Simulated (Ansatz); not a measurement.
Runs of Ansatz 0.2.0 on Sb. It takes space group Fm-3m (No. 225, cubic). Conventional cell: a = 4.742 Å, b = 4.742 Å, c = 4.742 Å, α = 90.00°, β = 90.00°, γ = 90.00°. Sb (site symmetry m-3m) is surrounded by 12 Sb at 3.35 Å. This isn't the form of Sb at room conditions, which is rhombohedral.

| task | level | spin | cell | k mesh | smearing | points for each segment of the path | gap on the mesh (eV) | pressure (GPa) | relaxed volume (Å³/atom) |
| --- | --- | --- | --- | --- | --- | --- | --- | --- | --- |
| single point | PBE | off | as given | 10 × 10 × 10 | gaussian 0.011 eV | - | none | 2.0 | - |
| band structure | LDA | SOC, no magnetisation | as given | 7 × 7 × 7 | fermi-dirac 0.05 eV | 14 | none | -2.2 | - |
| relaxation of cell and atoms | PBE | off | relaxed | 10 × 10 × 10 | fermi-dirac 0.05 eV | - | none | 0.0 | (b) |
| band structure | PBEsol | off | as given | 10 × 10 × 10 | fermi-dirac 0.05 eV | 14 | none | (c) | - |
| relaxation of cell and atoms | LDA | off | relaxed | 10 × 10 × 10 | fermi-dirac 0.05 eV | - | none | 0.0 | 25.70 |
| band structure | LDA | off | as given | 10 × 10 × 10 | fermi-dirac 0.05 eV | 14 | none | (a) | - |
| band structure | PBE | SOC, no magnetisation | as given | 7 × 7 × 7 | fermi-dirac 0.05 eV | 14 | none | 1.7 | - |
| relaxation of cell and atoms | PBEsol | off | relaxed | 10 × 10 × 10 | fermi-dirac 0.05 eV | - | none | 0.0 | 26.15 |
| band structure | PBE | off | as given | 10 × 10 × 10 | fermi-dirac 0.05 eV | 14 | none | 1.9 | - |

Alike in all rows: potentials or basis Ansatz PAW; cutoff (eV) 420.

Question: Fill in the values left out.

Answer: (a) -2.3; (b) 27.50; (c) -1.2.

Caveats: the PAW data sets come from PBE, with cores solved anew for the run's functional, which leaves a small shift of forces and pressure (some runs); the plane-wave basis is chosen anew once the cell has moved, so the energies of steps on either side of that aren't comparable (some runs); spin-orbit coupling is left out, which moves the levels of the heavy elements (some runs).

A k mesh can miss the band edges, and rows without SOC leave out spin-orbit coupling on Sb.

A gap of «none» marks a metal or a gap under the smearing width.
